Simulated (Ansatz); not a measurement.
Write the native input for Ansatz 0.2.0 that does the following.

```yaml
Task: relaxation of cell and atoms
Functional: HSE06
Potentials_or_basis: Ansatz PAW
Cutoff: "420 eV (not typed: the program's choice for these potentials)"
k_mesh: 6 × 6 × 6
Occupations: fermi-dirac, width 0.05 eV
Spin: no spin polarisation
```

Al:

```
CELL_PARAMETERS angstrom
-1.57590 1.65692 1.65798
1.47948 -1.59764 1.50228
1.61445 1.63620 -1.59870
ATOMIC_POSITIONS crystal
Al 0.00000 0.00000 0.00000
```

This isn't the form of Al at room conditions, which is fcc.

The cell isn't the ideal one: cell sheared at random, sigma 0.03, atoms nudged by 0.01 Å.

These files were run (other wordings do the same):

input

```
crystal:
  lattice:
    - [-1.57590039, 1.65692361, 1.65798385]
    - [1.47947634, -1.59764145, 1.50227763]
    - [1.61445482, 1.63619588, -1.59870168]
  atoms:
    - { symbol: Al, position: [0.0, 0.0, 0.0] }
hamiltonian:
  xc: hse06
  pseudopotentials: { kind: paw }
kpoints:
  mp_grid: { grid: [6, 6, 6] }
scf:
  occupations: { method: fermi_dirac, width: 0.05 }
output:
  forces: true
  stress: true
  eigenvalues: true
relax:
  f_tol: 0.01
  max_steps: 40
  cell: { stress_tol: 0.05 }
```

It gave:

```json
{
  "Relaxed volume": "16.41 Å³/atom",
  "Relaxed cell": "a = 2.864 Å, b = 2.863 Å, c = 2.863 Å, α = 120.76°, β = 88.70°, γ = 120.74°",
  "Space group after relaxing (to 0.05 Å)": "I4/mmm (No. 139)",
  "Energy gained by relaxing": "180.1 meV/atom",
  "Ionic steps": "18",
  "Pressure after relaxing": "0.0 GPa",
  "Band gap on the k mesh": "none (metal or under the smearing width)"
}
```

Caveat: the k mesh is coarse (spacing up to 0.49 Å⁻¹), so the values aren't converged, least of all with exact exchange; the plane-wave basis is chosen anew once the cell has moved, so the energies of steps on either side of that aren't comparable; the PAW data sets come from PBE, with cores solved anew for the run's functional, which leaves a small shift of forces and pressure.

It took 4.7 min on 1 × NVIDIA H100 80GB HBM3 with 2 threads of AMD EPYC 7R13 Processor (Zen 3) (shared host), peak memory 1.4 GiB.
